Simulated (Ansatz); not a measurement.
**TaN: the crystal squeezed far**

Aim: compress TaN (CsCl type) step by step, far beyond the usual range, and follow pressure and electronic structure. Methods of the runs shown: LAPW, crystal datasets and norm-conserving. Companion runs by PAW are cited. Its runs: the reference run (LAPW); volume scaled by 1 (crystal datasets and norm-conserving); volume scaled by 0.94 (LAPW and crystal datasets); volume scaled by 0.88 (LAPW and norm-conserving); volume scaled by 0.8 (LAPW); volume scaled by 0.72 (LAPW); volume scaled by 0.64 (LAPW); volume scaled by 0.55 (LAPW, crystal datasets and norm-conserving).

Computed with Ansatz 0.2.0 (DFT PBE, with the methods named in each step, unless a step's input says otherwise).

### 1 The starting structure

The structure is cubic, space group Pm-3m (No. 221). The conventional cell has a = 2.751 Å, b = 2.751 Å, c = 2.751 Å, α = 90.00°, β = 90.00°, γ = 90.00°. Ta (site symmetry m-3m) is surrounded by 8 N at 2.38 Å. N (site symmetry m-3m) has 8 Ta at 2.38 Å as nearest neighbours.

As a file:

```
CELL_PARAMETERS angstrom
2.75058 0.00000 0.00000
0.00000 2.75058 0.00000
0.00000 0.00000 2.75058
ATOMIC_POSITIONS crystal
Ta 0.00000 0.00000 0.00000
N 0.50000 0.50000 0.50000
```

Whether this phase is the stable one at these pressures isn't tested.

Atoms are numbered in the order of the input: Ta1, N2.

### 2 The reference volume, LAPW

input.yaml

```yaml
crystal:
  lattice:
    - [2.7505839039, 0.0, 0.0]
    - [0.0, 2.7505839039, 0.0]
    - [0.0, 0.0, 2.7505839039]
  atoms:
    - { symbol: Ta, position: [0.0, 0.0, 0.0] }
    - { symbol: "N", position: [0.5, 0.5, 0.5] }
kpoints:
  mp_grid: { grid: [15, 15, 15] }
  band_path:
    path:
      - [0.0, 0.0, 0.0]
      - [0.0, 0.5, 0.0]
      - [0.5, 0.5, 0.0]
      - [0.0, 0.0, 0.0]
      - [0.5, 0.5, 0.5]
      - [0.0, 0.5, 0.0]
      - [0.5, 0.5, 0.5]
      - [0.5, 0.5, 0.0]
    npoints: 14
scf:
  occupations: { method: fermi_dirac, width: 0.05 }
hamiltonian:
  xc: pbe
  pseudopotentials: { kind: all_electron, lapw: { basis_error: 0.001 } }
output:
  forces: true
  stress: true
  eigenvalues: true
  populations: true
  dos: { projected: true, de: 0.2, e_range: [-14, 8] }
```

The run is started by

```bash
ansatz run input.yaml --threads 1 --pin off --max-ram 2048MiB --backend cpu --events-out ev --progress --plain --runs-dir out
```

### 3 Volume scaled by 1, crystal datasets

input.yaml

```yaml
crystal:
  lattice:
    - [2.7505839039, 0.0, 0.0]
    - [0.0, 2.7505839039, 0.0]
    - [0.0, 0.0, 2.7505839039]
  atoms:
    - { symbol: Ta, position: [0.0, 0.0, 0.0] }
    - { symbol: "N", position: [0.5, 0.5, 0.5] }
kpoints:
  mp_grid: { grid: [15, 15, 15] }
scf:
  occupations: { method: fermi_dirac, width: 0.05 }
hamiltonian:
  xc: pbe
  pseudopotentials: { kind: all_electron, datasets: crystal }
output:
  forces: true
  stress: true
  eigenvalues: true
```

### 4 Volume scaled by 1, norm-conserving

input.yaml: that of step 3 with these lines changed.

```diff
@@ -14,3 +14,3 @@
   xc: pbe
-  pseudopotentials: { kind: all_electron, datasets: crystal }
+  pseudopotentials: { kind: nc }
 output:
```

### 5 Volume scaled by 0.94, LAPW

input.yaml

```yaml
crystal:
  lattice:
    - [2.6944337831, 0.0, 0.0]
    - [0.0, 2.6944337831, 0.0]
    - [0.0, 0.0, 2.6944337831]
  atoms:
    - { symbol: Ta, position: [0.0, 0.0, 0.0] }
    - { symbol: "N", position: [0.5, 0.5, 0.5] }
kpoints:
  mp_grid: { grid: [15, 15, 15] }
scf:
  occupations: { method: fermi_dirac, width: 0.05 }
hamiltonian:
  xc: pbe
  pseudopotentials: { kind: all_electron, lapw: { basis_error: 0.001 } }
output:
  forces: true
  stress: true
  eigenvalues: true
  populations: true
```

### 6 Volume scaled by 0.94, crystal datasets

input.yaml: that of step 5 with these lines changed.

```diff
@@ -14,3 +14,3 @@
   xc: pbe
-  pseudopotentials: { kind: all_electron, lapw: { basis_error: 0.001 } }
+  pseudopotentials: { kind: all_electron, datasets: crystal }
 output:
@@ -19,2 +19 @@
   eigenvalues: true
-  populations: true
```

### 7 Volume scaled by 0.88, LAPW

input.yaml

```yaml
crystal:
  lattice:
    - [2.6358404671, 0.0, 0.0]
    - [0.0, 2.6358404671, 0.0]
    - [0.0, 0.0, 2.6358404671]
  atoms:
    - { symbol: Ta, position: [0.0, 0.0, 0.0] }
    - { symbol: "N", position: [0.5, 0.5, 0.5] }
kpoints:
  mp_grid: { grid: [15, 15, 15] }
  band_path:
    path:
      - [0.0, 0.0, 0.0]
      - [0.0, 0.5, 0.0]
      - [0.5, 0.5, 0.0]
      - [0.0, 0.0, 0.0]
      - [0.5, 0.5, 0.5]
      - [0.0, 0.5, 0.0]
      - [0.5, 0.5, 0.5]
      - [0.5, 0.5, 0.0]
    npoints: 8
scf:
  occupations: { method: fermi_dirac, width: 0.05 }
hamiltonian:
  xc: pbe
  pseudopotentials: { kind: all_electron, lapw: { basis_error: 0.001 } }
output:
  forces: true
  stress: true
  eigenvalues: true
  populations: true
  dos: { projected: true, de: 0.2, e_range: [-14, 8] }
```

### 8 Volume scaled by 0.88, norm-conserving

input.yaml

```yaml
crystal:
  lattice:
    - [2.6358404671, 0.0, 0.0]
    - [0.0, 2.6358404671, 0.0]
    - [0.0, 0.0, 2.6358404671]
  atoms:
    - { symbol: Ta, position: [0.0, 0.0, 0.0] }
    - { symbol: "N", position: [0.5, 0.5, 0.5] }
kpoints:
  mp_grid: { grid: [15, 15, 15] }
scf:
  occupations: { method: fermi_dirac, width: 0.05 }
hamiltonian:
  xc: pbe
  pseudopotentials: { kind: nc }
output:
  forces: true
  stress: true
  eigenvalues: true
```

### 9 Volume scaled by 0.8, LAPW

input.yaml

```yaml
crystal:
  lattice:
    - [2.5534159068, 0.0, 0.0]
    - [0.0, 2.5534159068, 0.0]
    - [0.0, 0.0, 2.5534159068]
  atoms:
    - { symbol: Ta, position: [0.0, 0.0, 0.0] }
    - { symbol: "N", position: [0.5, 0.5, 0.5] }
kpoints:
  mp_grid: { grid: [15, 15, 15] }
scf:
  occupations: { method: fermi_dirac, width: 0.05 }
hamiltonian:
  xc: pbe
  pseudopotentials: { kind: all_electron, lapw: { basis_error: 0.001 } }
output:
  forces: true
  stress: true
  eigenvalues: true
  populations: true
```

### 10 Volume scaled by 0.72, LAPW

input.yaml: that of step 9 with these lines changed.

```diff
@@ -2,5 +2,5 @@
   lattice:
-    - [2.5534159068, 0.0, 0.0]
-    - [0.0, 2.5534159068, 0.0]
-    - [0.0, 0.0, 2.5534159068]
+    - [2.4652959525, 0.0, 0.0]
+    - [0.0, 2.4652959525, 0.0]
+    - [0.0, 0.0, 2.4652959525]
   atoms:
```

### 11 Volume scaled by 0.64, LAPW

input.yaml: that of step 10 with these lines changed.

```diff
@@ -2,5 +2,5 @@
   lattice:
-    - [2.4652959525, 0.0, 0.0]
-    - [0.0, 2.4652959525, 0.0]
-    - [0.0, 0.0, 2.4652959525]
+    - [2.3703813522, 0.0, 0.0]
+    - [0.0, 2.3703813522, 0.0]
+    - [0.0, 0.0, 2.3703813522]
   atoms:
```

### 12 Volume scaled by 0.55, LAPW

input.yaml

```yaml
crystal:
  lattice:
    - [2.253611899, 0.0, 0.0]
    - [0.0, 2.253611899, 0.0]
    - [0.0, 0.0, 2.253611899]
  atoms:
    - { symbol: Ta, position: [0.0, 0.0, 0.0] }
    - { symbol: "N", position: [0.5, 0.5, 0.5] }
kpoints:
  mp_grid: { grid: [15, 15, 15] }
  band_path:
    path:
      - [0.0, 0.0, 0.0]
      - [0.0, 0.5, 0.0]
      - [0.5, 0.5, 0.0]
      - [0.0, 0.0, 0.0]
      - [0.5, 0.5, 0.5]
      - [0.0, 0.5, 0.0]
      - [0.5, 0.5, 0.5]
      - [0.5, 0.5, 0.0]
    npoints: 8
scf:
  occupations: { method: fermi_dirac, width: 0.05 }
hamiltonian:
  xc: pbe
  pseudopotentials: { kind: all_electron, lapw: { basis_error: 0.001 } }
output:
  forces: true
  stress: true
  eigenvalues: true
  populations: true
  dos: { projected: true, de: 0.2, e_range: [-14, 8] }
```

### 13 Volume scaled by 0.55, crystal datasets

input.yaml

```yaml
crystal:
  lattice:
    - [2.253611899, 0.0, 0.0]
    - [0.0, 2.253611899, 0.0]
    - [0.0, 0.0, 2.253611899]
  atoms:
    - { symbol: Ta, position: [0.0, 0.0, 0.0] }
    - { symbol: "N", position: [0.5, 0.5, 0.5] }
kpoints:
  mp_grid: { grid: [15, 15, 15] }
scf:
  occupations: { method: fermi_dirac, width: 0.05 }
hamiltonian:
  xc: pbe
  pseudopotentials: { kind: all_electron, datasets: crystal }
output:
  forces: true
  stress: true
  eigenvalues: true
```

### 14 Volume scaled by 0.55, norm-conserving

input.yaml: that of step 13 with these lines changed.

```diff
@@ -14,3 +14,3 @@
   xc: pbe
-  pseudopotentials: { kind: all_electron, datasets: crystal }
+  pseudopotentials: { kind: nc }
 output:
```

(Steps that only read results are left out.)

Before running it: what results should come out? Wanted: LAPW pressure at 0.55 of the volume; PAW pressure at 0.55 of the volume; PAW; crystal datasets pressure at 0.55 of the volume; norm-conserving pressure at 0.55 of the volume; fitted bulk modulus at zero pressure.

The runs gave:

```
                                       quantity      value
            LAPW pressure at 0.55 of the volume  666.2 GPa
             PAW pressure at 0.55 of the volume  675.1 GPa
PAW (core large) pressure at 0.55 of the volume  675.1 GPa
crystal datasets pressure at 0.55 of the volume  666.2 GPa
 norm-conserving pressure at 0.55 of the volume  665.1 GPa
    fitted bulk modulus at zero pressure (LAPW)    314 GPa
                        its pressure derivative       4.18
```

By LAPW the pressure climbs to 666 GPa at 0.55 of the first volume. One third-order Birch-Murnaghan curve follows these points (B₀ = 314 GPa, B′ = 4.18, misfit at most 1.21 GPa). A fit over so wide a range leans to the high pressures, so B₀ can be off by several per cent. Where LAPW's pressure is over 3 GPa, PAW's departs from it by at most 1.3 %, at 0.55 of the volume, where the frozen cores and overlapping spheres are strained most. The ions are at rest, and the electrons smeared by 0.05 eV. Spin-orbit coupling is left out, though the cell holds Ta; in elements this heavy it can shift bands and gaps by tenths of an eV.
